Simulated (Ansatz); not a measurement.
# Which functional gives which lattice for ZrSe₂?

Starting cell:

```
CELL_PARAMETERS angstrom
3.77341 0.00000 0.00000
-1.88671 3.26787 0.00000
0.00000 0.00000 6.27296
ATOMIC_POSITIONS crystal
Zr 0.00000 0.00000 0.00000
Se 0.33333 0.66667 0.25342
Se 0.66667 0.33333 0.74658
```

Ansatz, plane waves and PAW, scalar-relativistic (no spin–orbit coupling), 8×8×4 k-mesh. No spin polarisation. In the setting of the table the starting cell (space group P-3m1) has 3.773 × 3.773 × 6.273 Å, angles 90.0 / 90.0 / 120.0°. Each functional was followed to zero pressure with shape and atoms relaxed, then fitted over four more volumes within ±4 % of it.

(1) What cell, stiffness and gap does each give?

Answers

(1) 
```csv
functional,V0 (Å³/atom),cell,B0 (GPa),B′ from the pressures,gap on the mesh,cutoff (eV)
revPBE + D3(BJ),23.46,"3.710 × 3.710 × 5.899 Å, angles 90.0 / 90.0 / 120.0°",41,–,zero (metallic on this mesh),420
PBEsol + D3(BJ),22.63,"3.666 × 3.666 × 5.851 Å, angles 90.0 / 90.0 / 120.0°",46,–,zero (metallic on this mesh),420
```

The volumes span 3.7 %, from PBEsol + D3(BJ) to revPBE + D3(BJ); the larger cell is the softer one (41 against 46 GPa). B′ is left blank where a third-order fit to these five points leaves it in doubt. The zeros are band overlaps of 0.17 to 0.37 eV, small enough to be the functionals' gap error. Of 5 runs of this kind 3 are left out: 3 are in doubt (a loose fit, a gap or moment that comes and goes along the fit, no cell at zero pressure, a state that may not be the lowest or a known fault).

Points behind the fit for revPBE + D3(BJ):

| V (Å³/atom) | E − Emin (meV/atom) | P (GPa) |
| --- | --- | --- |
| 22.497 | 5.50 | 1.94 |
| 22.966 | 1.41 | 0.89 |
| 23.435 | 0.00 | 0.04 |
| 23.903 | 1.03 | -0.75 |
| 24.372 | 4.13 | -1.38 |
